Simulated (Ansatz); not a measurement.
Set up this calculation in Ansatz 0.2.0, as the native input.

- Task: single point
- Functional: PBE
- Potentials or basis: Ansatz PAW
- Cutoff: 420 eV (not typed: the program's choice for these potentials)
- k mesh: 9 × 9 × 9
- Occupations: fermi-dirac, width 0.05 eV
- Spin: no spin polarisation

NaH:

```
Na H
1.0
     0.00000    2.44000    2.44000
     2.44000    0.00000    2.44000
     2.44000    2.44000    0.00000
Na H
1 1
Direct
  0.00000 0.00000 0.00000
  0.50000 0.50000 0.50000
```

The input as run:

input.yaml

```yaml
crystal:
  lattice:
    - [0.0, 2.44, 2.44]
    - [2.44, 0.0, 2.44]
    - [2.44, 2.44, 0.0]
  atoms:
    - { symbol: Na, position: [0.0, 0.0, 0.0] }
    - { symbol: H, position: [0.5, 0.5, 0.5] }
hamiltonian:
  xc: pbe
  pseudopotentials: { kind: paw }
kpoints:
  mp_grid: { grid: [9, 9, 9] }
scf:
  occupations: { method: fermi_dirac, width: 0.05 }
output:
  forces: true
  stress: true
  eigenvalues: true
```

Potentials or basis: Ansatz PAW.

Launch:

```sh
$ ansatz run input.yaml --threads 2 --pin off --max-ram 5120MiB --backend cpu --events-out ev --progress --plain --runs-dir out
```

It gave:

| Item | Value |
| --- | --- |
| Pressure | -0.7 GPa |
| Band gap on the k mesh | 4.01 eV, indirect (least direct gap 4.70 eV) |

Caveat: odd divisions of the mesh miss points on the zone boundary, where band edges often lie, so the gap on the mesh can be too wide.

It took 0.43 s on 2 threads of Arm Neoverse V1 (shared host), peak memory 0.25 GiB.
